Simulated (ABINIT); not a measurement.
# GaAs (F-43m) in ABINIT: settings compared

Aim: see how the results for GaAs move with the level of theory and the settings. Levels: PBE, LDA. Tasks: band structure.

Program: ABINIT 10.8.3 (patched build). These are calculated values, not measurements. Logs are shortened: lines on timing, memory, paths and dates and some standing lists are left out, and cuts for length are marked. The log counts tension as positive stress, the text compression.

**What was measured.**

“Evidence of valence band perturbations in GaAsN/GaAs(001): A combined variable-angle spectroscopic ellipsometry and modulated photoreflectance investigation”, 2008, arxiv:0805.2212 reports, for a bulk crystal of GaAs at 300 K: band gap 1.418 ± 0.005 eV (direct); band gap 1.412 ± 0.01 eV (direct).

The results are compared with them further down.

## Step 1: The crystal as given

Symmetry: F-43m, No. 216, cubic system. Conventional cell: a = 5.654 Å, b = 5.654 Å, c = 5.654 Å, α = 90.00°, β = 90.00°, γ = 90.00°. Around As (site symmetry -43m) lie 4 Ga at 2.45 Å. Ga (site symmetry -43m) has 4 As at 2.45 Å as nearest neighbours.

## Step 2: Band structure, PBE

File run.abi:

```
# Datasets: ground state, then fixed potential
ndtset 2

# Pseudopotentials
pp_dirpath "./"
pseudos "As.GGA_PBE-JTH.xml, Ga.GGA_PBE-JTH.xml"

# Structure
acell 3.9977696088 3.9977696088 3.9977696088 Angstrom
rprim
     0.0000000000     0.7071067812     0.7071067812
     0.7071067812     0.0000000000     0.7071067812
     0.7071067812     0.7071067812     0.0000000000
ntypat 2
znucl 33 31
natom 2
typat 1 2
xcart
     8.0129584431     8.0129584431     8.0129584431
     0.0000000000     0.0000000000     0.0000000000

# Plane-wave basis
ecut 544.227725 eV
pawecutdg 40.0
pawxcdev 0

# Exchange and correlation
ixc 11

# Bands and occupations
occopt 3
tsmear 0.05 eV

# SCF cycle
nstep 100

# Output
iomode 3
prtwf 0
prteig 0
prtebands 0
enunit 1
prtden1 1
prtvha1 1
prtvclmb1 1
prtpot1 1

# Dataset 1
kptopt1 1
ngkpt1 8 8 8
nshiftk1 1
shiftk1 0.0 0.0 0.0
nband1 18
tolvrs1 1.0e-9

# Dataset 2: bands along G-X-W-K-G-L-U-W-L-K
iscf2 -2
getden2 1
nband2 24
nbdbuf2 4
tolwfr2 1.0e-11
kptopt2 -9
ndivsm2 8
prteig2 1
prtvol2 -3
kptbounds2
     0.0000000000     0.0000000000     0.0000000000
     0.5000000000     0.0000000000     0.5000000000
     0.5000000000     0.2500000000     0.7500000000
     0.3750000000     0.3750000000     0.7500000000
     0.0000000000     0.0000000000     0.0000000000
     0.5000000000     0.5000000000     0.5000000000
     0.6250000000     0.2500000000     0.6250000000
     0.5000000000     0.2500000000     0.7500000000
     0.5000000000     0.5000000000     0.5000000000
     0.3750000000     0.3750000000     0.7500000000
```

Potentials or basis: JTH PAW PBE v2.0.

Run with:

```
$ abinit run.abi > log 2>&1
```

run.abo:

```text
.Version 10.8.3 of ABINIT
 DATASET    1 : space group F-4 3 m (#216); Bravais cF (face-center cubic)
================================================================================
 Values of the parameters that define the memory need for DATASET  1.
     intxc =       0    ionmov =       0      iscf =      17    lmnmax =      18
     lnmax =       6     mgfft =      32  mpssoang =       3    mqgrid =    3001
     natom =       2  nloc_mem =       2    nspden =       1   nspinor =       1
    nsppol =       1      nsym =      24    n1xccc =       1    ntypat =       2
    occopt =       3   xclevel =       2
       mpw =        1316          nfft =       32768          nkpt =          29
 PAW method is used; the additional fine FFT grid is defined by:
   mgfftf=        45    nfftf =     91125
================================================================================
================================================================================

 DATASET    2 : space group F-4 3 m (#216); Bravais cF (face-center cubic)
================================================================================
 Values of the parameters that define the memory need for DATASET  2.
     intxc =       0    ionmov =       0      iscf =      -2    lmnmax =      18
     lnmax =       6     mgfft =      32  mpssoang =       3    mqgrid =    3001
     natom =       2  nloc_mem =       2    nspden =       1   nspinor =       1
    nsppol =       1      nsym =      24    n1xccc =       1    ntypat =       2
    occopt =       3   xclevel =       2
       mpw =        1324          nfft =       32768          nkpt =         139
 PAW method is used; the additional fine FFT grid is defined by:
   mgfftf=        45    nfftf =     91125
================================================================================
================================================================================

--------------------------------------------------------------------------------
------------- Echo of variables that govern the present computation ------------
--------------------------------------------------------------------------------
 -outvars: echo values of preprocessed input variables --------
            acell      7.5546896751E+00  7.5546896751E+00  7.5546896751E+00 Bohr
              amu      7.49215900E+01  6.97230000E+01
             ecut      2.00000000E+01 Hartree
           enunit           1
           getden1          0
           getden2          1
[... 1436 lines left out ...]

 Integrated electronic density in atomic spheres:
 ------------------------------------------------
 Atom  Sphere_radius  Integrated_density
    1        2.10392         12.70637882
    2        2.10359         11.08979383

================================================================================

 ----iterations are completed or convergence reached----

 Mean square residual over all n,k,spin=   53.956E-13; max=  99.970E-13
 reduced coordinates (array xred) for    2 atoms
       0.749999999476      0.749999999476      0.749999999476
      -0.000000000524     -0.000000000524     -0.000000000524

 cartesian coordinates (angstrom) at end:
    1      4.24027499712465     4.24027499712465     4.24027499712465
    2     -0.00000000296197    -0.00000000296197    -0.00000000296197
 length scales=  7.554689675109  7.554689675109  7.554689675109 bohr
              =  3.997769608800  3.997769608800  3.997769608800 angstroms
 Eigenvalues (   eV  ) for nkpt= 139  k points:
 kpt#   1, nband= 24, wtk=  1.00000, kpt=  0.0000  0.0000  0.0000 (reduced coord)
 -30.73682  -30.73682  -30.73682  -30.72885  -30.72885  -10.38905  -10.38905  -10.38905
 -10.31203  -10.31203   -8.32271    4.40466    4.40466    4.40466    4.91481    8.14215
   8.14215    8.14215   11.99372   14.57337   14.57337   15.96248   15.96248   15.96248
 kpt#   2, nband= 24, wtk=  1.00000, kpt=  0.0217  0.0000  0.0217 (reduced coord)
 -30.73683  -30.73682  -30.73682  -30.72885  -30.72884  -10.38978  -10.38883  -10.38883
 -10.31211  -10.31197   -8.31523    4.19158    4.37916    4.37916    5.12673    8.11391
   8.17690    8.17690   12.03939   14.41453   14.58110   15.97868   15.97868   16.08988
 kpt#   3, nband= 24, wtk=  1.00000, kpt=  0.0435  0.0000  0.0435 (reduced coord)
 -30.73684  -30.73679  -30.73679  -30.72886  -30.72883  -10.39193  -10.38817  -10.38817
 -10.31236  -10.31181   -8.29283    3.83488    4.30560    4.30560    5.47905    8.03361
   8.27813    8.27813   12.17176   14.05585   14.60427   16.02729   16.02729   16.35600
 kpt#   4, nband= 24, wtk=  1.00000, kpt=  0.0652  0.0000  0.0652 (reduced coord)
 -30.73686  -30.73675  -30.73675  -30.72887  -30.72881  -10.39541  -10.38709  -10.38709
 -10.31278  -10.31153   -8.25564    3.45789    4.19168    4.19168    5.84556    7.91262
   8.43810    8.43810   12.37806   13.63309   14.64288   16.10839   16.10839   16.63552
 kpt#   5, nband= 24, wtk=  1.00000, kpt=  0.0870  0.0000  0.0870 (reduced coord)
[... 525 lines left out ...]
 -10.32149  -10.30768   -6.00438   -2.10271    0.59782    2.37307    6.58513    9.86495
  11.36271   11.61900   13.20698   14.76704   17.94443   19.05650   20.59685   21.61632
 kpt# 137, nband= 24, wtk=  1.00000, kpt=  0.3929  0.3929  0.7143 (reduced coord)
 -30.73693  -30.73561  -30.73536  -30.72899  -30.72827  -10.48683  -10.35646  -10.34910
 -10.32301  -10.30721   -5.94066   -2.13947    0.52955    2.28776    6.50408    9.65027
  11.68974   11.94761   13.07127   14.76344   18.44207   19.28194   20.81689   21.30994
 kpt# 138, nband= 24, wtk=  1.00000, kpt=  0.3839  0.3839  0.7321 (reduced coord)
 -30.73701  -30.73554  -30.73531  -30.72903  -30.72823  -10.48865  -10.35500  -10.34759
 -10.32440  -10.30663   -5.89040   -2.18110    0.51571    2.21269    6.43121    9.35651
  12.08034   12.23802   12.98779   14.83018   18.69146   19.65641   20.92600   21.04223
 kpt# 139, nband= 24, wtk=  1.00000, kpt=  0.3750  0.3750  0.7500 (reduced coord)
 -30.73709  -30.73548  -30.73526  -30.72907  -30.72820  -10.49015  -10.35371  -10.34644
 -10.32567  -10.30596   -5.85940   -2.21616    0.55046    2.14910    6.37000    9.04182
  12.35756   12.46922   13.07255   14.98535   18.68699   20.00597   20.82438   20.96424

== END DATASET(S) ==============================================================
================================================================================

 -outvars: echo values of variables after computation  --------
            acell      7.5546896751E+00  7.5546896751E+00  7.5546896751E+00 Bohr
           etotal1    -1.9297179538E+02
            fcart1    -0.0000000000E+00 -0.0000000000E+00 -0.0000000000E+00
                      -0.0000000000E+00 -0.0000000000E+00 -0.0000000000E+00
            rprim      0.0000000000E+00  7.0710678120E-01  7.0710678120E-01
                       7.0710678120E-01  0.0000000000E+00  7.0710678120E-01
                       7.0710678120E-01  7.0710678120E-01  0.0000000000E+00
           strten1    -1.1369025711E-04 -1.1369025711E-04 -1.1369025711E-04
                       0.0000000000E+00  0.0000000000E+00  0.0000000000E+00
           xangst      4.2402749971E+00  4.2402749971E+00  4.2402749971E+00
                      -2.9619748803E-09 -2.9619748803E-09 -2.9619748803E-09
             xred      7.4999999948E-01  7.4999999948E-01  7.4999999948E-01
                      -5.2390025651E-10 -5.2390025651E-10 -5.2390025651E-10
 Calculation completed.
```

Run time: 83 s. Hardware: 1 thread of Arm Neoverse V2, shared host; peak memory 0.16 GiB.

What came out:

```yaml
Free_energy: -5251.0301 eV
Pressure: 3.3 GPa
Band_gap_on_the_k_mesh: 0.51 eV, direct
Band_gap_along_the_path: 0.51 eV, direct
Valence_electrons_inside_the_program's_atomic_spheres: As 12.71; Ga 11.09
```

Levels at the corners of the path, in eV from the valence-band top:
```csv
point,band 11,band 12,band 13,band 14,band 15,band 16,band 17,band 18
Γ,-12.73,0.00,0.00,0.00,0.51,3.74,3.74,3.74
X,-10.23,-6.81,-2.68,-2.68,1.47,1.66,10.17,10.17
W,-10.17,-6.62,-3.53,-3.34,4.62,4.72,5.41,6.05
K,-10.26,-6.62,-3.85,-2.26,1.97,4.64,7.95,8.06
Γ,-12.73,0.00,0.00,0.00,0.51,3.74,3.74,3.74
L,-10.96,-6.63,-1.14,-1.14,1.00,4.64,4.64,7.75
U,-10.26,-6.62,-3.85,-2.26,1.97,4.64,7.95,8.06
W,-10.17,-6.62,-3.53,-3.34,4.62,4.72,5.41,6.05
L,-10.96,-6.63,-1.14,-1.14,1.00,4.64,4.64,7.75
K,-10.26,-6.62,-3.85,-2.26,1.97,4.64,7.95,8.06
```

## Step 3: Band structure, LDA

Changes to run.abi since step 2:

```diff
@@ -24,6 +24,5 @@
 pawecutdg 40.0
-pawxcdev 0
 
 # Exchange and correlation
-ixc 11
+ixc 7
```

Potentials or basis: JTH PAW PBE v2.0.

Run with:

```
$ abinit run.abi > log 2>&1
```

Run time: 82 s. Hardware: 1 thread of Arm Neoverse V2, shared host; peak memory 0.15 GiB.

The run converged. Its results:

```
Free energy                                           : -5259.6727 eV
Pressure                                              : -1.8 GPa
Band gap on the k mesh                                : 0.29 eV, direct
Band gap along the path                               : 0.29 eV, direct
Valence electrons inside the program's atomic spheres : As 12.71; Ga 11.11
```

Levels at the corners of the path, in eV from the valence-band top:
```csv
point,band 11,band 12,band 13,band 14,band 15,band 16,band 17,band 18
Γ,-12.79,0.00,0.00,0.00,0.29,3.68,3.68,3.68
X,-10.29,-6.88,-2.69,-2.69,1.35,1.56,10.05,10.05
W,-10.23,-6.69,-3.56,-3.37,4.54,4.64,5.30,5.95
K,-10.33,-6.69,-3.89,-2.27,1.85,4.55,7.82,8.00
Γ,-12.79,0.00,0.00,0.00,0.29,3.68,3.68,3.68
L,-11.02,-6.69,-1.15,-1.15,0.85,4.59,4.59,7.58
U,-10.33,-6.69,-3.89,-2.27,1.85,4.55,7.82,8.00
W,-10.23,-6.69,-3.56,-3.37,4.54,4.64,5.30,5.95
L,-11.02,-6.69,-1.15,-1.15,0.85,4.59,4.59,7.58
K,-10.33,-6.69,-3.89,-2.27,1.85,4.55,7.82,8.00
```

Caveat: the PAW data sets were made with another functional, which shifts forces and pressure a little.

## Step 4: Comparison with measurements

Step 2. A measured gap of GaAs is 1.418 eV (direct; 300 K; “Evidence of valence band perturbations in GaAsN/GaAs(001): A combined variable-angle spectroscopic ellipsometry and modulated photoreflectance investigation”, 2008, arxiv:0805.2212); the calculated 0.51 eV misses it by -0.91 eV. 3 values of this kind are on record (1.412 to 1.51 eV); this one was drawn at random among those near their median, those with a stated uncertainty first. Spin-orbit coupling on As, Ga is left out. The value is that of PBE, without temperature or zero-point motion. Semilocal functionals fall short of measured gaps as a rule.

Step 3. Measured gap of GaAs: 1.412 eV (direct; 300 K; “Evidence of valence band perturbations in GaAsN/GaAs(001): A combined variable-angle spectroscopic ellipsometry and modulated photoreflectance investigation”, 2008, arxiv:0805.2212). This calculation gives 0.29 eV (-1.13 eV). So large a miss can be the level of theory's own, or it may mean another phase, state or a wrong row. 3 values of this kind are on record (1.412 to 1.51 eV); this one was drawn at random among those near their median, those with a stated uncertainty first. Spin-orbit coupling on As, Ga is left out. The value is that of LDA, without temperature or zero-point motion. Semilocal functionals fall short of measured gaps as a rule.
